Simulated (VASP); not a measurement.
# GaAs (I-4m2) in VASP: single point with HSE06

Aim: the single point of GaAs with HSE06.

All numbers are computed with VASP 6.6.1; they aren't measurements. Logs are shortened: lines on timing, memory, paths and dates and some standing lists are left out, and cuts for length are marked.

### 1 The crystal as given

The structure is tetragonal, space group I-4m2 (No. 119). The conventional cell has a = 4.007 Å, b = 4.007 Å, c = 5.625 Å, α = 90.00°, β = 90.00°, γ = 90.00°. Around Ga (site symmetry -4m2) lie 4 As at 2.45 Å. As (site symmetry -4m2) is surrounded by 4 Ga at 2.45 Å.

The cell was built by a generator and isn't the measured one.

### 2 Single point, HSE06

The input, POSCAR:

```
GaAs
1.0
    0.0000000000      2.8335662500      2.8123675000
    2.8335662500      0.0000000000      2.8123675000
    2.8335662500      2.8335662500      0.0000000000
Ga As
1 1
Direct
    0.0000000000      0.0000000000      0.0000000000
    0.2500000000      0.2500000000      0.2500000000
```

The input, INCAR.step1:

```
ALGO     = Normal         # electronic algorithm
EDIFF    = 1E-5           # SCF threshold, eV
ENCUT    = 520            # plane-wave cutoff, eV
GGA      = PE             # functional
ISIF     = 2              # what is computed and relaxed
ISMEAR   = 0              # smearing method
LASPH    = True           # aspherical terms in the spheres
LCHARG   = False          # write CHGCAR
LREAL    = False          # projectors in reciprocal space
LWAVE    = True           # write WAVECAR
NBANDS   = 16             # bands
NELM     = 80             # most SCF steps
PREC     = Accurate       # precision mode
SIGMA    = 0.02           # smearing width, eV
```

The input, INCAR.step2:

```
ALGO     = Normal         # electronic algorithm
EDIFF    = 1E-6           # SCF threshold, eV
ENCUT    = 520            # plane-wave cutoff, eV
GGA      = PE             # functional
HFSCREEN = 0.2            # screening, 1/A
ISIF     = 2              # what is computed and relaxed
ISMEAR   = 0              # smearing method
ISTART   = 1            
LASPH    = True           # aspherical terms in the spheres
LCHARG   = False          # write CHGCAR
LHFCALC  = True           # exact exchange
LREAL    = False          # projectors in reciprocal space
LWAVE    = False          # write WAVECAR
NBANDS   = 16             # bands
NELM     = 80             # most SCF steps
PREC     = Accurate       # precision mode
PRECFOCK = Normal       
SIGMA    = 0.02           # smearing width, eV
```

The input, KPOINTS:

```
k-points
0
Gamma
  6 6 6
```

Potentials or basis: VASP PAW PBE potentials, release 64 (Ga_d, As).

Command:

```
$ cat potpaw_PBE.64/Ga_d/POTCAR potpaw_PBE.64/As/POTCAR > POTCAR
$ cp INCAR.step1 INCAR
$ mpirun -np 1 vasp_std > vasp.out
$ cp INCAR.step2 INCAR
$ mpirun -np 1 vasp_std > vasp.out
```

OUTCAR:

```text
EDIFF = 1E-6
   ENCUT = 520
   GGA = PE
   HFSCREEN = 0.2
   ISIF = 2
   ISMEAR = 0
   ISTART = 1
   LASPH = True
   LHFCALC = True
   LREAL = False
   NELM = 80
   PREC = Accurate
   PRECFOCK = Normal

 ion  position               nearest neighbor table
   1  0.000  0.000  0.000-   2 2.45   2 2.45   2 2.45   2 2.45
   2  0.250  0.250  0.250-   1 2.45   1 2.45   1 2.45   1 2.45

  LATTYP: Found a body centered tetragonal cell.
 ALAT       =     4.0072678206
 C/A-ratio  =     1.4036334110

  Lattice vectors:

 A1 = (   0.0000000000,  -2.8335662500,  -2.8123675000)
 A2 = (   0.0000000000,   2.8335662500,  -2.8123675000)
 A3 = (   2.8335662500,   0.0000000000,   2.8123675000)

Analysis of symmetry for initial positions (statically):
=====================================================================
 Subroutine PRICEL returns:
 Original cell was already a primitive cell.

 Routine SETGRP: Setting up the symmetry group for a
 body centered tetragonal supercell.

 Subroutine GETGRP returns: Found  8 space group operations
 (whereof  8 operations were pure point group operations)
 out of a pool of 16 trial point group operations.

The static configuration has the point symmetry D_2d.

Analysis of symmetry for dynamics (positions and initial velocities):
=====================================================================
 Subroutine PRICEL returns:
 Original cell was already a primitive cell.

 Routine SETGRP: Setting up the symmetry group for a
 body centered tetragonal supercell.

 Subroutine GETGRP returns: Found  8 space group operations
 (whereof  8 operations were pure point group operations)
 out of a pool of 16 trial point group operations.

The dynamic configuration has the point symmetry D_2d.

 Subroutine INISYM returns: Found  8 space group operations
 (whereof  8 operations are pure point group operations),
 and found     1 'primitive' translations

----------------------------------------------------------------------------------------

                                     Primitive cell

  volume of cell :      45.1615

  direct lattice vectors                    reciprocal lattice vectors
     0.000000000  2.833566250  2.812367500    -0.176456083  0.176456083  0.177786153
     2.833566250  0.000000000  2.812367500     0.176456083 -0.176456083  0.177786153
     2.833566250  2.833566250  0.000000000     0.176456083  0.176456083 -0.177786153

  length of vectors
     3.992306182  3.992306182  4.007267821     0.306400742  0.306400742  0.306400742

  position of ions in fractional coordinates (direct lattice)
     0.000000000  0.000000000  0.000000000
     0.250000000  0.250000000  0.250000000

  ion indices of the primitive-cell ions
   primitive index   ion index
                 1           1
                 2           2

----------------------------------------------------------------------------------------

 KPOINTS: k-points

Automatic generation of k-mesh.
 Grid dimensions read from file:
 generate k-points for:    6    6    6

 Generating k-lattice:

  Cartesian coordinates                     Fractional coordinates (reciprocal lattice)
    -0.029409347  0.029409347  0.029631026     0.166666667  0.000000000  0.000000000
     0.029409347 -0.029409347  0.029631026     0.000000000  0.166666667  0.000000000
     0.029409347  0.029409347 -0.029631026     0.000000000  0.000000000  0.166666667

  Length of vectors
     0.051066790  0.051066790  0.051066790

  Shift w.r.t. Gamma in fractional coordinates (k-lattice)
     0.000000000  0.000000000  0.000000000

 Subroutine IBZKPT returns following result:
 ===========================================

 Found     30 irreducible k-points:

 Following reciprocal coordinates:
            Coordinates               Weight
  0.000000  0.000000  0.000000      1.000000
  0.166667 -0.000000  0.000000      8.000000
  0.333333  0.000000  0.000000      8.000000
  0.500000 -0.000000  0.000000      4.000000
  0.166667  0.166667  0.000000      2.000000
  0.333333  0.166667  0.000000      8.000000
[... 16 lines left out ...]
  0.333333  0.000000  0.333333      4.000000
  0.500000  0.000000  0.333333     16.000000
 [... further k-points ...]
   k-points           NKPTS =     30   k-points in BZ     NKDIM =    216   number of bands    NBANDS=     16
   number of dos      NEDOS =    301   number of ions     NIONS =      2
   total plane-waves  NPLWV =  27000
   dimension x,y,z NGX =    30 NGY =   30 NGZ =   30
   dimension x,y,z NGXF=    60 NGYF=   60 NGZF=   60
   ions per type =               1   1
   NGX,Y,Z   is equivalent  to a cutoff of  12.49, 12.49, 12.45 a.u.
   NGXF,Y,Z  is equivalent  to a cutoff of  24.98, 24.98, 24.89 a.u.
 SYSTEM =  unknown system
   PREC   = accura    normal or accurate (medium, high low for compatibility)
   ISTART =      1    job   : 0-new  1-cont  2-samecut
   ICHARG =      0    charge: 1-file 2-atom 10-const
   ISPIN  =      1    spin polarized calculation?
   LNONCOLLINEAR =      F non collinear calculations
   LSORBIT =      F    spin-orbit coupling
   LASPH  =      T    aspherical Exc in radial PAW
   ENCUT  =  520.0 eV  38.22 Ry    6.18 a.u.   7.42  7.42  7.45*2*pi/ulx,y,z
   NELM   =     80;   NELMIN=  2; NELMDL=  0     # of ELM steps
   EDIFF  = 0.1E-05   stopping-criterion for ELM
   LREAL  =      F    real-space projection
   EDIFFG = 0.1E-04   stopping-criterion for IOM
   NSW    =      0    number of steps for IOM
   IBRION =     -1    ionic relax: 0-MD 1-quasi-New 2-CG
   NFREE  =      0    steps in history (QN), initial steepest desc. (CG)
   ISIF   =      2    stress and relaxation
   ISYM   =      3    0-nonsym 1-usesym 2-fastsym
   POTIM  = 0.5000    time-step for ionic-motion
   TEBEG  =    0.0;   TEEND  =   0.0 temperature during run
   PSTRESS=    0.0 pullay stress
   NELECT =      18.0000    total number of electrons
   NUPDOWN=      -1.0000    fix difference up-down
   EMIN   =  10.00;   EMAX   =-10.00  energy-range for DOS
   EFERMI =   0.00;   METHOD = LEGACY
   ISMEAR =     0;   SIGMA  =   0.02  broadening in eV -4-tet -1-fermi 0-gaus
   EFERMI_NEDOS =   21; number of points for ismear=-14 and -15
   IALGO  =     38    algorithm
   IMIX   =      1    mixing-type and parameters
     AMIX     =   0.40;   BMIX     =  1.00
     AMIX_MAG =   1.60;   BMIX_MAG =  1.00
  volume/ion in A,a.u.               =      22.58       152.38
  Fermi-wavevector in a.u.,A,eV,Ry     =   1.204785  2.276713 19.748936  1.451506
  Thomas-Fermi vector in A             =   2.340500
   LORBIT       =      0    0 simple, 1 ext, 2 COOP (PROOUT), +10 PAW based schemes
   GGA     = PE    functional components
   LHFCALC =     T    Hartree Fock is set to
   PRECFOCK=normal    Normal, Fast or Accurate (Low or Medium for compatibility)
   ENCUT4O =  -1.0   cutoff for four orbital integrals eV
   NKREDX  =     1    reduce k-point grid by
   NKREDY  =     1    reduce k-point grid by
   NKREDZ  =     1    reduce k-point grid by
   AEXX    =    0.2500 exact exchange contribution
   HFSCREEN=    0.2000 screening length (either q_TF or 0.3 A-1)
   HFSCREENC=   0.2000 screening length for correlation (either q_TF or 0.3 A-1)
   ENCUTFOCK=  -1.0 apply spherical cutoff to Coloumb kernel
   IVDW    =     0    specifies the selected vdW correction
   LEPSILON=     F    determine dielectric tensor
   LRPA    =     F    only Hartree local field effects (RPA)
 non-spin polarized calculation
 Gauss-broadening in eV      SIGMA  =   0.02
  energy-cutoff  :      520.00
  volume of cell :       45.16
 maximum number of plane-waves:      1243
 NGX is ok and might be reduce to    30
  NGX = 24; NGY = 24; NGZ = 24

 number of electron      17.9999995 magnetization

 Free energy of the ion-electron system (eV)
  ---------------------------------------------------
  ext. energy  EPLUGINS =         0.00000000
  ---------------------------------------------------
  free energy    TOTEN  =        -9.87466059 eV

  energy without entropy =       -9.87466059  energy(sigma->0) =       -9.87466059

 E-fermi :   3.6795     XC(G=0):  -7.9552

 val. band max:        3.5331456479   @ k =   0.0000   0.0000   0.0000
 cond. band min:       4.9380793642   @ k =   0.0000   0.0000   0.0000
 fundamental gap:      1.4049337163
 Fermi energy:         3.6794641177

 k-point     1 :       0.0000    0.0000    0.0000
  band No.  band energies     occupation
      1     -13.8755      2.00000
      2     -13.8755      2.00000
      3     -13.8736      2.00000
      4     -13.7947      2.00000
      5     -13.7931      2.00000
      6     -10.4699      2.00000
[... 8 lines left out ...]
     15      14.5413      0.00000
     16      14.6912      0.00000

 k-point     2 :       0.1667   -0.0000    0.0000
  band No.  band energies     occupation
      1     -13.8888      2.00000
      2     -13.8701      2.00000
      3     -13.8688      2.00000
      4     -13.7950      2.00000
      5     -13.7933      2.00000
      6     -10.1254      2.00000
[... 8 lines left out ...]
     15      13.4710      0.00000
     16      13.5456      0.00000

 k-point     3 :       0.3333    0.0000    0.0000
  band No.  band energies     occupation
      1     -13.9153      2.00000
      2     -13.8608      2.00000
      3     -13.8597      2.00000
      4     -13.7941      2.00000
      5     -13.7920      2.00000
      6      -9.2253      2.00000
[... 8 lines left out ...]
     15      14.1682      0.00000
     16      14.1806      0.00000

 k-point     4 :       0.5000   -0.0000    0.0000
  band No.  band energies     occupation
      1     -13.9281      2.00000
      2     -13.8571      2.00000
      3     -13.8560      2.00000
      4     -13.7926      2.00000
      5     -13.7903      2.00000
      6      -8.5489      2.00000
[... 8 lines left out ...]
     15      16.5252      0.00000
     16      16.6014      0.00000
[... 324 lines left out ...]
 k-point    22 :      -0.3333    0.5000    0.1667
  band No.  band energies     occupation
      1     -13.9487      2.00000
      2     -13.8427      2.00000
      3     -13.8332      2.00000
      4     -13.8091      2.00000
      5     -13.7867      2.00000
      6      -7.6699      2.00000
[... 8 lines left out ...]
     15      17.0005      0.00000
     16      18.0470      0.00000

 k-point    23 :       0.3333    0.0000    0.3333
  band No.  band energies     occupation
      1     -13.9399      2.00000
      2     -13.8422      2.00000
      3     -13.8415      2.00000
      4     -13.8091      2.00000
      5     -13.7862      2.00000
      6      -8.7771      2.00000
[... 8 lines left out ...]
     15      16.5022      0.00000
     16      17.8284      0.00000

 k-point    24 :       0.5000    0.0000    0.3333
  band No.  band energies     occupation
      1     -13.9484      2.00000
      2     -13.8393      2.00000
      3     -13.8362      2.00000
      4     -13.8091      2.00000
      5     -13.7864      2.00000
      6      -8.0171      2.00000
[... 8 lines left out ...]
     15      16.9427      0.00000
     16      17.7066      0.00000

 [... further k-points ...]

------------------------ aborting loop because EDIFF is reached ----------------------------------------

  FORCE on cell =-STRESS in cart. coord.  units (eV):
  Direction    XX          YY          ZZ          XY          YZ          ZX
  --------------------------------------------------------------------------------------
  -------------------------------------------------------------------------------------
  Total        0.2337036      0.2337036      0.3768121      0.0000000     -0.0000000      0.0000000
  in kB        8.2910045      8.2910045     13.3680051      0.0000000     -0.0000000      0.0000000
  external PRESSURE =       9.9833380 kB  Pullay stress =       0.0000000 kB

 VOLUME and BASIS-vectors are now :
 -----------------------------------------------------------------------------
  energy-cutoff  :      520.00
  volume of cell :       45.16
      direct lattice vectors                 reciprocal lattice vectors
     0.000000000  2.833566250  2.812367500    -0.176456083  0.176456083  0.177786153
     2.833566250  0.000000000  2.812367500     0.176456083 -0.176456083  0.177786153
     2.833566250  2.833566250  0.000000000     0.176456083  0.176456083 -0.177786153

 POSITION                                       TOTAL-FORCE (eV/Angst)
 -----------------------------------------------------------------------------------
      0.00000      0.00000      0.00000        -0.000000     -0.000000     -0.000000
      1.41678      1.41678      1.40618         0.000000      0.000000      0.000000
 -----------------------------------------------------------------------------------
    total drift:                               -0.000000      0.000003     -0.000006

  FREE ENERGIE OF THE ION-ELECTRON SYSTEM (eV)
  ---------------------------------------------------
  free  energy   TOTEN  =        -9.8746605925 eV

  energy  without entropy=       -9.8746605925  energy(sigma->0) =       -9.87466059
```

It took 58 min on 1 thread of Intel Xeon Platinum 8488C (Sapphire Rapids), shared host; peak memory 0.31 GiB.

What came out:

```yaml
Free_energy: -9.8747 eV
Pressure: 1.0 GPa
Band_gap_on_the_k_mesh: 1.41 eV, direct
```

Stress tensor (GPa, compression positive):
```
0.83 0.00 0.00
0.00 0.83 0.00
0.00 0.00 1.34
```

Caveat: the PAW data sets were made with another functional, which shifts forces and pressure a little.
